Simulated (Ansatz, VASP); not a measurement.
**Two plane-wave programs on KCl**

```
K Cl
1.0
     3.77046    0.00000    0.00000
     0.00000    3.77046    0.00000
     0.00000    0.00000    3.77046
K Cl
1 1
Direct
  0.00000 0.00000 0.00000
  0.50000 0.50000 0.50000
```

Alike in both runs: functional r2SCAN; k mesh 6 × 6 × 6; occupations gaussian, width 0.02 eV; no spin polarisation.

Ansatz relaxed the structure, and its values are those at the end. VASP's run is a single point on that final structure, the one shown.

```csv
,VASP,Ansatz
version,VASP 6.6.1,Ansatz 0.2.0
potentials or method,"VASP PAW PBE potentials, release 64 (K_sv, Cl)","scalar-relativistic, plane waves, PAW"
plane-wave cutoff (eV),520,500
valence electrons in the cell,16,16
```

Ansatz gave:

- gap on the k mesh at the Fermi level (eV): 5.80
- least direct gap on the mesh (eV): 6.02
- pressure (GPa): 0.0

Q: Which values does VASP return?

A: gap on the k mesh at the Fermi level (eV): 5.81; least direct gap on the mesh (eV): 6.03; pressure (GPa): 0.0.

The functional is the same, so the differences come from potentials, cutoffs and numerics.

Caveats: the PAW data sets were made with another functional, which shifts forces and pressure a little (VASP). r2SCAN opens gaps a little over a GGA but as a rule still falls short of measured ones. A k mesh can miss the band edges.
